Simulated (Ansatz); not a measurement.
CoO: equation of state with PBE

CoO:

```
CELL_PARAMETERS angstrom
-1.50800 1.50800 2.10725
1.50800 -1.50800 2.10725
1.50800 1.50800 -2.10725
ATOMIC_POSITIONS crystal
Co 0.00000 0.00000 0.00000
O 0.50000 0.50000 0.00000
```

- Program: Ansatz 0.2.0
- Task: equation of state
- Functional: PBE
- Potentials or basis: all-electron LAPW, scalar-relativistic
- Basis error allowed: 0.0005 eV/atom
- k mesh: 12 × 12 × 12
- Occupations: fermi-dirac, width 0.05 eV
- Spin: collinear spin, ferromagnetic start
- Starting moments: [2.0, 0.0] μB

```
Equilibrium volume                        : 9.58 Å³/atom (rough: see the caveat)
Bulk modulus at fixed shape and positions : 168 GPa (rough)
```

Energy against volume, from the lowest point:
| volume (Å³/atom) | energy (meV/atom) |
| --- | --- |
| 9.009 | 18.78 |
| 9.201 | 8.28 |
| 9.392 | 2.02 |
| 9.584 | 0.00 |
| 9.776 | 2.04 |
| 9.967 | 7.88 |

All runs of the series together: 4.7 min on 2 threads of Arm Neoverse V1 (shared host).

Caveat: the fit is doubtful: noisy points or a state that changes with volume; the cell was scaled at fixed shape and fractional positions, which overstates the stiffness of a crystal with free parameters, most of all of layers and chains.
